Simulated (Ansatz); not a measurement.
# NiSb (Breithauptite) (P6_3/mmc) in Ansatz: settings compared

One crystal, NiSb (Breithauptite), is run at these levels: r2SCAN, r2SCAN+D3(BJ), r2SCAN+D3(BJ)-ATM, r2SCAN+D4, r2SCAN+rVV10; tasks: relaxation of cell and atoms.

Everything below comes from runs of Ansatz 0.2.0. Logs are shortened: lines on timing, memory, paths and dates and some standing lists are left out, and cuts for length are marked.

## Step 1: The crystal as given

It takes space group P6_3/mmc (No. 194, hexagonal). Conventional cell: a = 3.928 Å, b = 3.928 Å, c = 5.120 Å, α = 90.00°, β = 90.00°, γ = 120.00°. Sb (site symmetry -6m2) is surrounded by 6 Ni at 2.60 Å. Around Ni (site symmetry -3m) lie 2 Ni at 2.56 Å and 6 Sb at 2.60 Å.

## Step 2: Relaxation of cell and atoms, r2SCAN, collinear spin, ferromagnetic start

Input file input.yaml:

```yaml
crystal:
  lattice:
    - [3.928, 0.0, 0.0]
    - [-1.964, 3.4017477861, 0.0]
    - [0.0, 0.0, 5.12]
  atoms:
    - { symbol: Sb, position: [0.6666666667, 0.3333333333, 0.75] }
    - { symbol: Sb, position: [0.3333333333, 0.6666666667, 0.25] }
    - { symbol: Ni, position: [0.0, 0.0, 0.5], spin: 1.0 }
    - { symbol: Ni, position: [0.0, 0.0, 0.0], spin: 1.0 }
hamiltonian:
  xc: r2scan
  pseudopotentials: { kind: paw }
magnetization:
  spin_polarized: true
kpoints:
  mp_grid: { grid: [8, 8, 5] }
scf:
  occupations: { method: fermi_dirac, width: 0.05 }
output:
  forces: true
  stress: true
  eigenvalues: true
relax:
  f_tol: 0.01
  max_steps: 40
  cell: { stress_tol: 0.05 }
```

Potentials or basis: Ansatz PAW.

Run with:

```console
ansatz run input.yaml --threads 2 --pin off --max-ram 5632MiB --backend cpu --events-out ev --progress --plain --runs-dir out
```

Output:

```text
Warning: RAYON_NUM_THREADS=2 ignored (pool sized by the plan → 2); use --threads N
Engine: ansatz 0.2.0, x86_64-unknown-linux-gnu
Pseudopotentials: kind: paw
Pseudopotential: Sb, paw, valence charge 15, recommended cutoff 500 eV (meta_gga), Sb.paw.azcp
Pseudopotential: Ni, paw, valence charge 18, recommended cutoff 500 eV (meta_gga), Ni.paw.azcp
Functional definition: r2SCAN
  parameter k0 = 0.174
  parameter k1 = 0.065
  parameter a1 = 4.9479
  exchange = r2scan_x(k0 = k0, k1 = k1, a1 = a1)
  correlation = r2scan_c
Crystal: 4 atoms, lattice volume = 68.414 Å³
Basis set: ecut = 500 eV, 1729 PW (Γ), exchange–correlation on 120×120×160 points (64 copies of the dense FFT grid, shifted against one another)
Bands: 41, of which v1, the nominal top of the filled ones, is band 33 counted from 1 (32 counted from 0)
Symmetry: 24 space group operations
Space group: P63/mmc (ITA 194), of the structure as read, at distance tolerance 4.1e-5 Å
Magnetic group: BNS 194.263 (UNI 1493), of the structure as read, at distance tolerance 4.1e-5 Å
k-points: 30 of 320
Non-local potential: Sb, projectors of the file, l = 0: 2, l = 1: 2, l = 2: 2, l = 3: 2
Non-local potential: Ni, projectors of the file, l = 0: 3, l = 1: 2, l = 2: 3, l = 3: 1
PAW form: soft (Blöchl's): semilocal exchange-correlation on the pseudo side does not see the compensation charge
PAW frozen core: Sb, regenerated for the run's functional (the file was generated under x = pbe(κ = 0.804, μ = 0.2195149727645171), c = pbe(β = 0.06672455060314922))
PAW frozen core: Ni, regenerated for the run's functional (the file was generated under x = pbe(κ = 0.804, μ = 0.2195149727645171), c = pbe(β = 0.06672455060314922))
PAW one-centre angular grid: Sb, 590 points (default); XC on 160 Gauss nodes
PAW one-centre angular grid: Ni, 590 points (default); XC on 160 Gauss nodes
Initial density: superposition of atomic densities (chi_scale 0.1, normalization cell)
Starting moments: Σ|m| = 2 μB on 2 of 4 sites
Initial wavefunctions: pseudopotential atomic-orbital guess
Functional: x = r2scan, c = r2scan; τ floored in thin density (d = 2e-4 eV/Å³)
SCF iter   1: F=—  HF=-24685.023210 eV  |F-HF|=—  |Δ(HF+E_count)|=         —  Δρ=4.66e-2 (↑1.47e-2 ↓4.66e-2)  dr2=2.30e0  dr2_τ=2.19e-2  dr2_m=2.99e-1  M=1.131 μB ∫|m|=1.426 μB  β_m=0.69  ethr=3.10e-3  ⟨swp⟩=6.7  Hψ=9806  notcnv=0  defer=4
Mixer restart at iter 1: flushing history
preconditioner: auto → Kerker (q_TF=auto, 2.712 Å⁻¹)  [metal: Δε(μ)=0.017 eV  Ē_g=18.873 eV  σ=0.050 eV  W_gap=0.08  n_scr=22 (ndim 8)  ℏωp=31.7 eV  f_vac=0.000  D(μ)=2.70/eV (n_scr^D=22)]
spin=Collinear: Kerker preconditioning applied to the charge; magnetization (m = ρ↑ − ρ↓) channel mixes plain (no charge-response kernel on spin).
SCF iter   2: F=—  HF=-24687.095928 eV  |F-HF|=—  |Δ(HF+E_count)|=    2.07e0  Δρ=3.49e-2 (↑1.35e-2 ↓3.49e-2)  dr2=1.86e0  dr2_τ=2.97e-3  dr2_m=1.25e-1  M=0.925 μB ∫|m|=1.282 μB  β_m=0.30  ethr=3.10e-3  ⟨swp⟩=2.0  Hψ=3269  notcnv=0  defer=132  κ⁻¹=1.0e0(r=1)
SCF iter   3: F=—  HF=-24689.478253 eV  |F-HF|=—  |Δ(HF+E_count)|=    2.38e0  Δρ=1.65e-2 (↑1.65e-2 ↓1.39e-2)  dr2=5.77e-1  dr2_τ=8.97e-4  dr2_m=7.75e-2  M=0.389 μB ∫|m|=0.888 μB  β_m=0.30  ethr=2.81e-3  ⟨swp⟩=3.1  Hψ=4997  notcnv=0  defer=132  κ⁻¹=1.9e-2(r=2)
SCF iter   4: F=—  HF=-24689.471090 eV  |F-HF|=—  |Δ(HF+E_count)|=   7.16e-3  Δρ=1.10e-2 (↑1.04e-2 ↓1.10e-2)  dr2=2.57e-1  dr2_τ=1.15e-3  dr2_m=3.58e-2  M=0.275 μB ∫|m|=0.684 μB  β_m=0.30  ethr=8.75e-4  ⟨swp⟩=2.1  Hψ=3290  notcnv=0  defer=132  κ⁻¹=1.6e-2(r=3)
SCF iter   5: F=—  HF=-24689.332138 eV  |F-HF|=—  |Δ(HF+E_count)|=         —  Δρ=1.72e-2 (↑1.72e-2 ↓8.43e-3)  dr2=2.03e-1  dr2_τ=7.82e-4  dr2_m=2.66e-2  M=0.053 μB ∫|m|=0.302 μB  β_m=0.30  ethr=3.90e-4  ⟨swp⟩=3.0  Hψ=5105  notcnv=0  defer=132
Mixer restart at iter 5: flushing history
SCF iter   6: F=—  HF=-24689.575604 eV  |F-HF|=—  |Δ(HF+E_count)|=   2.43e-1  Δρ=1.36e-2 (↑1.36e-2 ↓5.51e-3)  dr2=1.29e-1  dr2_τ=7.98e-4  dr2_m=2.01e-2  M=0.049 μB ∫|m|=0.257 μB  β_m=0.58  ethr=3.08e-4  ⟨swp⟩=2.1  Hψ=3312  notcnv=0  defer=131  κ⁻¹=1.0e0(r=1)
SCF iter   7: F=—  HF=-24689.863088 eV  |F-HF|=—  |Δ(HF+E_count)|=   2.87e-1  Δρ=5.51e-3 (↑5.51e-3 ↓2.64e-3)  dr2=5.02e-2  dr2_τ=5.47e-5  dr2_m=4.00e-3  M=0.032 μB ∫|m|=0.091 μB  β_m=0.48  ethr=1.96e-4  ⟨swp⟩=3.0  Hψ=5015  notcnv=0  defer=131  κ⁻¹=1.3e-2(r=2)
[... 72 lines left out ...]
SCF iter  12: F=—  HF=-24689.856882 eV  |F-HF|=—  |Δ(HF+E_count)|=  5.09e-11  Δρ=1.70e-7 (↑1.70e-7 ↓1.57e-7)  dr2=5.19e-11  dr2_τ=5.69e-14  dr2_m=5.64e-14  M=0.000 μB ∫|m|=0.000 μB  β_m=0.72  ethr=1.00e-12  ⟨swp⟩=1.0  Hψ=2460  notcnv=0  κ⁻¹=3.1e-8(r=8)
SCF iter  13: F=-24689.856882 eV  HF=-24689.856882 eV  |F-HF|=3.64e-12  |Δ(HF+E_count)|=  1.09e-11  Δρ=2.58e-8 (↑2.58e-8 ↓2.43e-8)  dr2=8.72e-13  dr2_τ=2.58e-15  dr2_m=1.86e-15  M=0.000 μB ∫|m|=0.000 μB  ethr=1.00e-12  ⟨swp⟩=3.0  Hψ=8895  notcnv=0
the starting moments were not kept: the SCF closed with an absolute magnetisation of 5.5e-8 μB, where they sum to 2 μB in size (2 sites). That is at most 0.1 of that sum. Measured as dr2_m measures the in/out step, that magnetisation stands 2.1e-16 eV from none, at or under the dr2_threshold of 4.0e-11 eV: it is no larger than a step whose dr2_m would equal this threshold.
SCF 4 converged in 13 iterations: F = -24689.856882 eV  dr2 = 8.72e-13
relax step   4: F+E_penalty+E_count = -24689.85688150 eV  Δ(F+E_penalty+E_count) = -1.500e-5 eV  max|allowed force component| = 9.252e-17 eV/Å  Δτ_max = 0.0000 Å  P = +0.001 GPa  Ω = 68.484 Å³  stress off target by 1.77e-3 GPa  SCF on the basis re-selected at this cell (its energy is not comparable with the rows above)  (13 SCF iters)
basis re-selected at this cell: Δ(F+E_penalty+E_count) = -1.500e-5 eV, ΔP = +0.000 GPa vs the last step (what re-selecting the basis moved, of the pressure what is left beyond the Pulay correction that the steps carried, after the strain that the cell walked since its last selection, with what the two solves' SCF thresholds leave and, on support functions, any second-order correction that the steps lacked; it is no measure of the basis error at this ecutwfc). This SCF's stress stands 1.77e-3 GPa from its target on what of the cell is left free (relax.cell.stress_tol is 5.00e-2 GPa) and its largest allowed force component is 9.25e-17 eV/Å (relax.f_tol is 1.00e-2 eV/Å): within both
SCF converged after 13 iterations
Stability not checked: this state was not tested for a lower state beside it, because the mixer in use, unlike msr1, does not test its closes by its own steps (another_mixer; see scf.mixing.algorithm and scf.lower_state_search)
Magnetization: 0.0000 μB (33.0000 up, 33.0000 down)
Absolute magnetization: 0.0000 μB (∫|ρ↑−ρ↓|, with the PAW one-centre terms)
Spin contamination: 0.0000 ħ² per cell (⟨S²⟩ above its minimum at these occupations)
Per-site moments (μB) at R_I (Å): [(6.295859696534371e-9, 1.0747637596054653), (6.2958595038322885e-9, 1.0747637596054653), (-5.704218059698803e-9, 1.0549718396011274), (-5.7042181467758446e-9, 1.0549718396011274)]
Free energy (F): -24689.856882 eV
Harris-Foulkes:  -24689.856882 eV  (|F-HF|=3.64e-12)
Internal energy: -24689.841692 eV  (E = F + TS)
E sigma→0 (E₀):  -24689.849287 eV
Entropy (-TS):   -0.015190 eV (-3.797 meV/atom)
Fermi energy:    15.154141 eV
--- Per-component energies (eV) ---
  E_band       = -933.052947
  E_kinetic    = 985.909566
  E_local      = -11098.914750  (includes V_loc(G=0)·N_el)
  E_nonlocal   = 2019.983667
  E_hartree    = 4865.342207
  E_xc         = -413.376676
  E_vxc        = -441.260005  (∫ρ·V_xc dr)
  E_paw        = -12506.506998  (= ΣΔE_a)
  E_vpaw       = -2160.662163  (= ΣTr[D̂ρ^β])
  E_aug_tail   = 0.000464  (compensation charges beyond the density's cutoff)
  E_vtau       = 31.205974  (kinetic-family band-sum trace: ∫τ·v_τ [+ j·A + Jᵃ·Aᵃ] dr)
  E_ewald      = -8542.691109
  E_core_change = 0.411937  (= ΣΔE_core)
  E_smearing   = -0.015190  (= −TS)
  E_closure    = -0.000000  (closes the sum)
  Σ components = -24689.856882   (vs F -24689.856882, Δ=0.00e0)
--- Forces (eV/Å), atoms counted from 1 ---
  atom   1  Sb     0.00000000    -0.00000000    -0.00000000
  atom   2  Sb    -0.00000000     0.00000000     0.00000000
  atom   3  Ni     0.00000000     0.00000000     0.00000000
  atom   4  Ni     0.00000000     0.00000000     0.00000000
  max |Σ_I F_I| component: 1.39e-17 eV/Å
--- Stress (GPa, compression-positive) ---
        0.001115      -0.000000       0.000000
       -0.000000       0.001115      -0.000000
        0.000000      -0.000000       0.001767
  P = ⅓ Tr σ = 0.0013 GPa (0.013 kbar)
--- Band table (eV; the first three rows and the last of 60) ---
  k-point 0 ↑: bands = ["-91.7790", "-91.7708", "-50.7445", "-50.7445", "-50.7357", "-50.7357", "-50.7179", "-50.6265", "-14.9284", "-14.9284", "-14.9046", "-14.8865", "-14.8650", "-14.8650", "-14.8649", "-14.8649", "-14.8613", "-14.8613", "1.6128", "6.4993", "8.5842", "11.0600", "11.0600", "11.8782", "12.4426", "12.4426", "12.9665", "12.9665", "13.7800", "13.7800", "15.1164", "15.7171", "15.7171", "17.7473", "17.7473", "18.7284", "19.4774", "20.9204", "22.0192", "22.0192", "23.5416"]
  k-point 1 ↑: bands = ["-91.7782", "-91.7715", "-50.7437", "-50.7437", "-50.7366", "-50.7366", "-50.7092", "-50.6352", "-14.9251", "-14.9251", "-14.9027", "-14.8880", "-14.8800", "-14.8800", "-14.8619", "-14.8619", "-14.8526", "-14.8526", "1.8537", "5.2752", "10.0319", "11.2029", "11.2029", "12.0114", "12.5315", "12.5315", "12.7458", "12.7458", "13.5063", "13.5063", "14.9550", "16.1804", "16.1804", "17.7261", "17.7261", "18.4196", "19.1150", "21.1374", "21.5495", "21.5495", "22.5638"]
  k-point 2 ↑: bands = ["-91.7761", "-91.7736", "-50.7415", "-50.7415", "-50.7388", "-50.7388", "-50.6864", "-50.6581", "-14.9150", "-14.9150", "-14.8988", "-14.8988", "-14.8979", "-14.8922", "-14.8553", "-14.8553", "-14.8507", "-14.8507", "2.5703", "3.7382", "11.6066", "11.6066", "11.8363", "12.1876", "12.1876", "12.2629", "12.7750", "12.7750", "13.1146", "13.1146", "15.0098", "16.4568", "16.9957", "16.9957", "17.5541", "17.5541", "20.1468", "21.0872", "21.0872", "21.1709", "21.4198"]
  k-point 29 ↓: bands = ["-91.7761", "-91.7736", "-50.7419", "-50.7418", "-50.7392", "-50.7391", "-50.6863", "-50.6581", "-14.9181", "-14.9152", "-14.9142", "-14.8853", "-14.8720", "-14.8703", "-14.8581", "-14.8563", "-14.8521", "-14.8494", "5.0829", "5.2679", "8.8763", "9.3434", "9.8805", "10.7365", "12.3064", "12.3173", "12.8101", "13.0276", "13.0464", "13.2193", "13.5884", "13.6307", "13.8797", "14.1533", "18.6564", "19.3726", "21.9993", "22.4113", "22.8705", "23.9877", "24.2583"]
--- Relaxed structure (3 steps of the walk, 3 accepted, 1 SCFs on fresh bases) ---
  F+E_penalty+E_count = -24689.85688150 eV   max|allowed force component| = 9.252e-17 eV/Å   (the final SCF, on the basis selected at the relaxed cell)
  cell:  # Å, volume = 68.4840 Å³
    - [3.9319293232110755, 0.0, -6.165612025923485e-34]
    - [-1.9659646616055377, 3.4051506797857463, 1.680638475606726e-21]
    - [-8.438475114866467e-34, 2.5295434982892293e-21, 5.115014979884254]
  atoms:
    - { symbol: Sb, position: [0.6666666666666666, 0.3333333333333333, 0.7499999999999999] }
    - { symbol: Sb, position: [0.3333333333333333, 0.6666666666666667, 0.25] }
    - { symbol: Ni, position: [-1.7086985883552771e-34, -7.527865822665929e-35, 0.5] }
    - { symbol: Ni, position: [-1.680421627212285e-34, -7.632640881604723e-35, -4.527839539413356e-72] }
```

It took 47 s on 2 threads of Intel Xeon Platinum 8488C (Sapphire Rapids), shared host; peak memory 0.71 GiB.

What came out:

| Item | Value |
| --- | --- |
| Free energy | -24689.8569 eV |
| Relaxed volume | 17.12 Å³/atom |
| Relaxed cell | a = 3.932 Å, b = 3.932 Å, c = 5.115 Å, α = 90.00°, β = 90.00°, γ = 120.00° |
| Space group after relaxing (to 0.05 Å) | P6_3/mmc (No. 194) |
| Energy gained by relaxing | 0.0 meV/atom |
| Ionic steps | 4 |
| Pressure after relaxing | 0.0 GPa |
| Band gap on the k mesh | none (metal or under the smearing width) |
| Net moment | 0.00 μB per cell |
| Absolute moment | 0.00 μB per cell |

Final structure:
```
Sb Ni
1.0
     3.93193    0.00000    0.00000
    -1.96596    3.40515    0.00000
     0.00000    0.00000    5.11501
Sb Ni
2 2
Direct
  0.66667 0.33333 0.75000
  0.33333 0.66667 0.25000
  0.00000 0.00000 0.50000
  0.00000 0.00000 0.00000
```

Caveat: the magnetic or orbital state may not be the lowest; the plane-wave basis is chosen anew once the cell has moved, so the energies of steps on either side of that aren't comparable; the PAW data sets come from PBE, with cores solved anew for the run's functional, which leaves a small shift of forces and pressure; the starting moments weren't kept.

## Step 3: Relaxation of cell and atoms, r2SCAN+D3(BJ), collinear spin, ferromagnetic start

input.yaml: that of step 2 with these lines changed.

```diff
@@ -13,2 +13,3 @@
   pseudopotentials: { kind: paw }
+  dispersion: d3bj
 magnetization:
```

Potentials or basis: Ansatz PAW.

Run with:

```console
ansatz run input.yaml --threads 2 --pin off --max-ram 5632MiB --backend cpu --events-out ev --progress --plain --runs-dir out
```

It took 58 s on 2 threads of Intel Xeon Platinum 8488C (Sapphire Rapids), shared host; peak memory 0.72 GiB.

It converged, with:

- Free energy: -24690.8692 eV
- Relaxed volume: 16.83 Å³/atom
- Relaxed cell: a = 3.908 Å, b = 3.908 Å, c = 5.088 Å, α = 90.00°, β = 90.00°, γ = 120.00°
- Space group after relaxing (to 0.05 Å): P6_3/mmc (No. 194)
- Energy gained by relaxing: 1.8 meV/atom
- Ionic steps: 5
- Pressure after relaxing: 0.0 GPa
- Band gap on the k mesh: none (metal or under the smearing width)
- Net moment: 0.00 μB per cell
- Absolute moment: 0.00 μB per cell

Step by step:
| step | energy change (eV) | largest force (eV/Å) | volume (Å³) |
| --- | --- | --- | --- |
| 1 | 0.0000 | 0.0000 | 68.41 |
| 2 | -0.0074 | 0.0000 | 67.06 |
| 3 | -0.0078 | 0.0000 | 67.31 |
| 4 | -0.0078 | 0.0000 | 67.30 |
| 5 | -0.0073 | 0.0000 | 67.30 |

Final structure:
```xyz
4
Lattice="3.9081 0.0000 0.0000 -1.9540 3.3845 0.0000 0.0000 0.0000 5.0883" Properties=species:S:1:pos:R:3 pbc="T T T"
Sb    1.9540    1.1282    3.8162
Sb    0.0000    2.2563    1.2721
Ni    0.0000    0.0000    2.5441
Ni    0.0000    0.0000    0.0000
```

Levels at points of the mesh, in eV from the Fermi level:
Spin up:
```csv
k point,band 30,band 31,band 32,band 33,band 34,band 35,band 36,band 37
"(0.00, 0.00, 0.00)",-1.42,-0.04,0.58,0.58,2.65,2.65,3.60,4.42
"(0.00, -0.50, 0.00)",-1.96,-1.70,-1.50,-1.41,-0.20,1.23,3.74,4.29
```
Spin down:
```
            k point  band 30  band 31  band 32  band 33  band 34  band 35  band 36  band 37
 (0.00, 0.00, 0.00)    -1.42    -0.04     0.58     0.58     2.65     2.65     3.60     4.42
(0.00, -0.50, 0.00)    -1.96    -1.70    -1.50    -1.41    -0.20     1.23     3.74     4.29
```

Caveat: the magnetic or orbital state may not be the lowest; the plane-wave basis is chosen anew once the cell has moved, so the energies of steps on either side of that aren't comparable; pairwise dispersion overbinds metals, which lowers pressure and volume; the PAW data sets come from PBE, with cores solved anew for the run's functional, which leaves a small shift of forces and pressure; the dispersion damping was fitted for another functional or another form of the correction; the starting moments weren't kept.

## Step 4: Relaxation of cell and atoms, r2SCAN+D3(BJ)-ATM, collinear spin, ferromagnetic start

input.yaml: that of step 3 with these lines changed.

```diff
@@ -13,3 +13,3 @@
   pseudopotentials: { kind: paw }
-  dispersion: d3bj
+  dispersion: d3bjatm
 magnetization:
```

Run with:

```console
ansatz run input.yaml --threads 2 --pin off --max-ram 5632MiB --backend cpu --events-out ev --progress --plain --runs-dir out
```

Run time: 46 s. Hardware: 2 threads of Intel Xeon Platinum 8488C (Sapphire Rapids), shared host; peak memory 0.72 GiB.

The run converged. Its results:

- Free energy: -24690.6891 eV
- Relaxed volume: 16.93 Å³/atom
- Relaxed cell: a = 3.916 Å, b = 3.916 Å, c = 5.100 Å, α = 90.00°, β = 90.00°, γ = 120.00°
- Space group after relaxing (to 0.05 Å): P6_3/mmc (No. 194)
- Energy gained by relaxing: 0.7 meV/atom
- Ionic steps: 4
- Pressure after relaxing: 0.0 GPa
- Band gap on the k mesh: none (metal or under the smearing width)
- Net moment: 0.00 μB per cell
- Absolute moment: 0.00 μB per cell

The path:
```
step  energy change (eV)  largest force (eV/Å)  volume (Å³)
   1              0.0000                0.0000        68.41
   2             -0.0031                0.0000        67.56
   3             -0.0032                0.0000        67.72
   4             -0.0029                0.0000        67.72
```

Final structure:
```yaml
crystal:
  lattice:
    - [3.91571, 0.00000, 0.00000]
    - [-1.95785, 3.39110, 0.00000]
    - [0.00000, 0.00000, 5.09984]
  atoms:
    - { symbol: Sb, position: [0.66667, 0.33333, 0.75000] }
    - { symbol: Sb, position: [0.33333, 0.66667, 0.25000] }
    - { symbol: Ni, position: [0.00000, 0.00000, 0.50000] }
    - { symbol: Ni, position: [0.00000, 0.00000, 0.00000] }
```

Levels at points of the mesh, in eV from the Fermi level:
Spin up:
```csv
k point,band 30,band 31,band 32,band 33,band 34,band 35,band 36,band 37
"(0.00, 0.00, 0.00)",-1.40,-0.05,0.58,0.58,2.63,2.63,3.60,4.38
"(0.00, -0.50, 0.00)",-1.94,-1.68,-1.48,-1.40,-0.21,1.22,3.74,4.26
```
Spin down:
```csv
k point,band 31,band 32,band 33,band 34,band 35,band 36
"(0.00, 0.00, 0.00)",-0.05,0.58,0.58,2.63,2.63,3.60
"(0.00, -0.50, 0.00)",-1.68,-1.48,-1.40,-0.21,1.22,3.74
```

Caveat: the magnetic or orbital state may not be the lowest; the plane-wave basis is chosen anew once the cell has moved, so the energies of steps on either side of that aren't comparable; pairwise dispersion overbinds metals, which lowers pressure and volume; the PAW data sets come from PBE, with cores solved anew for the run's functional, which leaves a small shift of forces and pressure; the starting moments weren't kept.

[end of part 1 of 2]
